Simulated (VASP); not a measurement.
# Hf in VASP: a series of runs

The runs below take Hf through single point, with PBE.

All numbers are computed with VASP 6.6.1; they aren't measurements. Logs are shortened: lines on timing, memory, paths and dates and some standing lists are left out, and cuts for length are marked.

## (1) The structure

The cell holds a slab with vacuum, 6 atoms: a = 3.197 Å, b = 3.197 Å, c = 16.645 Å, α = 90.00°, β = 90.00°, γ = 120.00°.

The slab is cut from a database's or a generator's crystal, which needn't be the stable form of the element.

## (2) Single point, PBE

The input, INCAR:

```
  PREC = Accurate
  ENCUT = 400
  EDIFF = 1E-7
  ISMEAR = 1
  SIGMA = 0.1
  LREAL = F
  LASPH = T
  NELM = 120
  ALGO = Normal
  ISIF = 2
  LWAVE = F
  LCHARG = F
  LDIPOL = T
  IDIPOL = 3
  DIPOL = 0.5 0.5 0.500
  GGA = PE
  NBANDS = 44
  LVHAR = T
  LVACPOTAV = T
```

The input, KPOINTS:

```
regular mesh
0
Gamma
  10 10 1
```

The input, POSCAR:

```
Hf
1.0
    3.1966985242      0.0000000000      0.0000000000
   -1.5983492621      2.7684221302      0.0000000000
    0.0000000000      0.0000000000     16.6445000000
Hf
6
Direct
    0.6666666667      0.3333333334      0.1201598126
    0.3333333333      0.6666666666      0.2720958875
    0.6666666667      0.3333333334      0.4240319625
    0.3333333333      0.6666666666      0.5759680375
    0.6666666667      0.3333333334      0.7279041125
    0.3333333333      0.6666666666      0.8798401874
```

Potentials or basis: VASP PAW PBE potentials, release 64 (Hf_pv).

The run is started by

```
$ cat potpaw_PBE.64/Hf_pv/POTCAR > POTCAR
$ mpirun -np 1 vasp_std > vasp.out
```

OUTCAR:

```text
PREC = Accurate
   ENCUT = 400
   EDIFF = 1E-7
   ISMEAR = 1
   LREAL = F
   LASPH = T
   NELM = 120
   ISIF = 2
   GGA = PE

 Found     14 irreducible k-points:

 Following reciprocal coordinates:
            Coordinates               Weight
  0.000000  0.000000  0.000000      1.000000
  0.100000 -0.000000  0.000000      6.000000
  0.200000 -0.000000  0.000000      6.000000
  0.300000 -0.000000  0.000000      6.000000
  0.400000  0.000000  0.000000      6.000000
  0.500000  0.000000  0.000000      3.000000
   k-points           NKPTS =     14   k-points in BZ     NKDIM =     14   number of bands    NBANDS=     44
   number of dos      NEDOS =    301   number of ions     NIONS =      6
   total plane-waves  NPLWV =  64512
   dimension x,y,z NGX =    24 NGY =   24 NGZ =  112
   dimension x,y,z NGXF=    48 NGYF=   48 NGZF=  224
   ions per type =               6
   NGX,Y,Z   is equivalent  to a cutoff of  12.48, 12.48, 11.19 a.u.
   NGXF,Y,Z  is equivalent  to a cutoff of  24.96, 24.96, 22.37 a.u.
 SYSTEM =  unknown system
   PREC   = accura    normal or accurate (medium, high low for compatibility)
   ISTART =      0    job   : 0-new  1-cont  2-samecut
   ICHARG =      2    charge: 1-file 2-atom 10-const
   ISPIN  =      1    spin polarized calculation?
   LNONCOLLINEAR =      F non collinear calculations
   LSORBIT =      F    spin-orbit coupling
   LASPH  =      T    aspherical Exc in radial PAW
   ENCUT  =  400.0 eV  29.40 Ry    5.42 a.u.   5.21  5.21 27.14*2*pi/ulx,y,z
   NELM   =    120;   NELMIN=  2; NELMDL= -5     # of ELM steps
   EDIFF  = 0.1E-06   stopping-criterion for ELM
   LREAL  =      F    real-space projection
   EDIFFG = 0.1E-05   stopping-criterion for IOM
   NSW    =      0    number of steps for IOM
   IBRION =     -1    ionic relax: 0-MD 1-quasi-New 2-CG
   NFREE  =      0    steps in history (QN), initial steepest desc. (CG)
   ISIF   =      2    stress and relaxation
   ISYM   =      2    0-nonsym 1-usesym 2-fastsym
   POTIM  = 0.5000    time-step for ionic-motion
   TEBEG  =    0.0;   TEEND  =   0.0 temperature during run
   PSTRESS=    0.0 pullay stress
   NELECT =      60.0000    total number of electrons
   NUPDOWN=      -1.0000    fix difference up-down
   EMIN   =  10.00;   EMAX   =-10.00  energy-range for DOS
   EFERMI =   0.00;   METHOD = LEGACY
   ISMEAR =     1;   SIGMA  =   0.10  broadening in eV -4-tet -1-fermi 0-gaus
   EFERMI_NEDOS =   21; number of points for ismear=-14 and -15
   IALGO  =     38    algorithm
   IMIX   =      4    mixing-type and parameters
     AMIX     =   0.40;   BMIX     =  1.00
     AMIX_MAG =   1.60;   BMIX_MAG =  1.00
  volume/ion in A,a.u.               =      24.55       165.67
  Fermi-wavevector in a.u.,A,eV,Ry     =   1.213548  2.293273 20.037287  1.472699
  Thomas-Fermi vector in A             =   2.348997
   LORBIT       =      0    0 simple, 1 ext, 2 COOP (PROOUT), +10 PAW based schemes
   GGA     = PE    functional components
   LHFCALC =     F    Hartree Fock is set to
   AEXX    =    0.0000 exact exchange contribution
   IVDW    =     0    specifies the selected vdW correction
   LEPSILON=     F    determine dielectric tensor
   LRPA    =     F    only Hartree local field effects (RPA)
 non-spin polarized calculation
 Methfessel and Paxton  Order N= 1 SIGMA  =   0.10
  energy-cutoff  :      400.00
  volume of cell :      147.30
 maximum number of plane-waves:      2703
 NGX is ok and might be reduce to    24
   NGX = 11   NGY = 11   NGZ = 55

 dipolmoment           0.000000      0.000000      0.000000 electrons x Angstroem

 number of electron      59.9999994 magnetization

 dipolmoment           0.000000      0.000000     -0.000000 electrons x Angstroem

 Free energy of the ion-electron system (eV)
  ---------------------------------------------------
  ext. energy  EPLUGINS =         0.00000000
  ---------------------------------------------------
  free energy    TOTEN  =       -58.28585450 eV

  energy without entropy =      -58.28517540  energy(sigma->0) =      -58.28562813

 E-fermi :   4.1971     XC(G=0): -10.7750

 val. band max:        4.1941069788   @ k =   0.2000   0.1000   0.0000
 cond. band min:       4.2067420731   @ k =   0.1000  -0.0000   0.0000
 fundamental gap:      0.0126350944
 Fermi energy:         4.1970500648

 k-point     1 :       0.0000    0.0000    0.0000
  band No.  band energies     occupation
      1     -26.9421      2.00000
      2     -26.9188      2.00000
      3     -26.7091      2.00000
      4     -26.4587      2.00000
      5     -26.4204      2.00000
      6     -26.4204      2.00000
[... 34 lines left out ...]
     41       6.0962     -0.00000
     42       6.0962     -0.00000

 k-point     2 :       0.1000   -0.0000    0.0000
  band No.  band energies     occupation
      1     -26.9262      2.00000
      2     -26.9065      2.00000
      3     -26.6980      2.00000
      4     -26.4978      2.00000
      5     -26.4768      2.00000
      6     -26.4391      2.00000
[... 34 lines left out ...]
     41       5.9778     -0.00000
     42       6.3456      0.00000

 k-point     3 :       0.2000   -0.0000    0.0000
  band No.  band energies     occupation
      1     -26.8869      2.00000
      2     -26.8759      2.00000
      3     -26.6793      2.00000
      4     -26.6320      2.00000
      5     -26.6078      2.00000
      6     -26.4697      2.00000
[... 34 lines left out ...]
     41       6.3979      0.00000
     42       6.5473      0.00000

 k-point     4 :       0.3000   -0.0000    0.0000
  band No.  band energies     occupation
      1     -26.8528      2.00000
      2     -26.8514      2.00000
      3     -26.7955      2.00000
      4     -26.7904      2.00000
      5     -26.6262      2.00000
      6     -26.5518      2.00000
[... 34 lines left out ...]
     41       7.1477      0.00000
     42       7.6354      0.00000

 k-point     5 :       0.4000    0.0000    0.0000
  band No.  band energies     occupation
      1     -26.9388      2.00000
      2     -26.9369      2.00000
      3     -26.8309      2.00000
      4     -26.8231      2.00000
      5     -26.6527      2.00000
      6     -26.6405      2.00000
[... 34 lines left out ...]
     41       7.5396      0.00000
     42       8.4803      0.00000

 k-point     6 :       0.5000    0.0000    0.0000
  band No.  band energies     occupation
      1     -26.9872      2.00000
      2     -26.9856      2.00000
      3     -26.8376      2.00000
      4     -26.8280      2.00000
      5     -26.6958      2.00000
      6     -26.6604      2.00000
[... 34 lines left out ...]
     41       7.6409      0.00000
     42       8.7031      0.00000

 [... further k-points ...]

 [bands above 42 left out]

------------------------ aborting loop because EDIFF is reached ----------------------------------------

  FORCE on cell =-STRESS in cart. coord.  units (eV):
  Direction    XX          YY          ZZ          XY          YZ          ZX
  --------------------------------------------------------------------------------------
  -------------------------------------------------------------------------------------
  Total       -1.4774135     -1.4774135     -5.2673352     -0.0000000      0.0000000      0.0000000
  in kB      -16.0697050    -16.0697050    -57.2923703     -0.0000000      0.0000000      0.0000000
  external PRESSURE =     -29.8105934 kB  Pullay stress =       0.0000000 kB

 VOLUME and BASIS-vectors are now :
 -----------------------------------------------------------------------------
  energy-cutoff  :      400.00
  volume of cell :      147.30
      direct lattice vectors                 reciprocal lattice vectors
     3.196698524  0.000000000  0.000000000     0.312822743  0.180608295  0.000000000
    -1.598349262  2.768422130  0.000000000     0.000000000  0.361216589  0.000000000
     0.000000000  0.000000000 16.644500000     0.000000000  0.000000000  0.060079906

 POSITION                                       TOTAL-FORCE (eV/Angst)
 -----------------------------------------------------------------------------------
      1.59835      0.92281      2.00000        -0.000000      0.000000     -0.380339
     -0.00000      1.84561      4.52890        -0.000000     -0.000000     -0.499336
      1.59835      0.92281      7.05780        -0.000000      0.000000      0.077992
     -0.00000      1.84561      9.58670         0.000000      0.000000     -0.077992
      1.59835      0.92281     12.11560         0.000000     -0.000000      0.499336
     -0.00000      1.84561     14.64450         0.000000     -0.000000      0.380339
 -----------------------------------------------------------------------------------
    total drift:                               -0.000000      0.000000      0.000000

  FREE ENERGIE OF THE ION-ELECTRON SYSTEM (eV)
  ---------------------------------------------------
  free  energy   TOTEN  =       -58.2858544992 eV

  energy  without entropy=      -58.2851754037  energy(sigma->0) =      -58.28562813
```

It took 82 s on 1 thread of Intel Xeon 6975P-C (Granite Rapids), shared host; peak memory 0.26 GiB.

These settings aren't checked as converged: the numbers below hold their error.

Results:

```yaml
Free_energy: -58.2859 eV
Largest_force: 0.499 eV/Å
Band_gap_on_the_k_mesh: none (metal or under the smearing width)
```

## (3) Single point, PBE

This run uses another cell than the first one, of 36.35 Å³/atom, 1.481 times its volume.

Edit INCAR of step 2 so:

```diff
@@ -1,3 +1,3 @@
   PREC = Accurate
-  ENCUT = 400
+  ENCUT = 500
   EDIFF = 1E-7
```

The input, KPOINTS:

```
regular mesh
0
Gamma
  6 6 1
```

The input, POSCAR:

```
Hf
1.0
    3.1966985242      0.0000000000      0.0000000000
   -1.5983492621      2.7684221302      0.0000000000
    0.0000000000      0.0000000000     24.6445000000
Hf
6
Direct
    0.6666666667      0.3333333334      0.2434620301
    0.3333333333      0.6666666666      0.3460772180
    0.6666666667      0.3333333334      0.4486924060
    0.3333333333      0.6666666666      0.5513075940
    0.6666666667      0.3333333334      0.6539227820
    0.3333333333      0.6666666666      0.7565379699
```

Potentials or basis: VASP PAW PBE potentials, release 64 (Hf_pv).

The run is started by

```
$ cat potpaw_PBE.64/Hf_pv/POTCAR > POTCAR
$ mpirun -np 1 vasp_std > vasp.out
```

Wall time 2 min (1 thread of Intel Xeon 6975P-C (Granite Rapids), shared host); peak memory 0.32 GiB.

The run converged, but some of its settings lie outside the range that counts as converged, so its numbers aren't taken as properties of the slab.

Results:

```
Free energy                     : -57.4321 eV
Largest force                   : 0.710 eV/Å
Band gap on the k mesh          : none (metal or under the smearing width)
Work function of the upper face : 4.45 eV
Work function of the lower face : 4.45 eV
```

Caveat: the k mesh is coarse (spacing up to 0.38 Å⁻¹), so the values aren't converged.

## (4) Single point, PBE

This run uses another cell than the first one, of 27.50 Å³/atom, 1.120 times its volume.

Edit INCAR of step 3 so:

```diff
@@ -1,3 +1,3 @@
   PREC = Accurate
-  ENCUT = 500
+  ENCUT = 400
   EDIFF = 1E-7
```

The input, KPOINTS:

```
regular mesh
0
Gamma
  12 12 1
```

The input, POSCAR:

```
Hf
1.0
    3.1966985242      0.0000000000      0.0000000000
   -1.5983492621      2.7684221302      0.0000000000
    0.0000000000      0.0000000000     18.6445000000
Hf
6
Direct
    0.6666666667      0.3333333334      0.1609053608
    0.3333333333      0.6666666666      0.2965432165
    0.6666666667      0.3333333334      0.4321810722
    0.3333333333      0.6666666666      0.5678189278
    0.6666666667      0.3333333334      0.7034567835
    0.3333333333      0.6666666666      0.8390946392
```

The run is started by

```
$ cat potpaw_PBE.64/Hf_pv/POTCAR > POTCAR
$ mpirun -np 1 vasp_std > vasp.out
```

It took 2.5 min on 1 thread of Intel Xeon 6975P-C (Granite Rapids), shared host; peak memory 0.27 GiB.

These settings aren't checked as converged: the numbers below hold their error.

Results:

- Free energy: -57.5559 eV
- Largest force: 0.752 eV/Å
- Band gap on the k mesh: none (metal or under the smearing width)

## (5) Single point, PBE

This run uses another cell than the first one, of 36.35 Å³/atom, 1.481 times its volume.

Edit INCAR of step 4 so:

```diff
@@ -1,3 +1,3 @@
   PREC = Accurate
-  ENCUT = 400
+  ENCUT = 300
   EDIFF = 1E-7
```

KPOINTS is that of step 4.

The input, POSCAR:

```
Hf
1.0
    3.1966985242      0.0000000000      0.0000000000
   -1.5983492621      2.7684221302      0.0000000000
    0.0000000000      0.0000000000     24.6445000000
Hf
6
Direct
    0.6666666667      0.3333333334      0.2434620301
    0.3333333333      0.6666666666      0.3460772180
    0.6666666667      0.3333333334      0.4486924060
    0.3333333333      0.6666666666      0.5513075940
    0.6666666667      0.3333333334      0.6539227820
    0.3333333333      0.6666666666      0.7565379699
```

The run is started by

```
$ cat potpaw_PBE.64/Hf_pv/POTCAR > POTCAR
$ mpirun -np 1 vasp_std > vasp.out
```

Wall time 3 min (1 thread of Intel Xeon 6975P-C (Granite Rapids), shared host); peak memory 0.22 GiB.

These settings aren't checked as converged: the numbers below hold their error.

What came out:

```yaml
Free_energy: -57.4850 eV
Largest_force: 0.765 eV/Å
Band_gap_on_the_k_mesh: none (metal or under the smearing width)
Work_function_of_the_upper_face: 4.38 eV
Work_function_of_the_lower_face: 4.38 eV
```
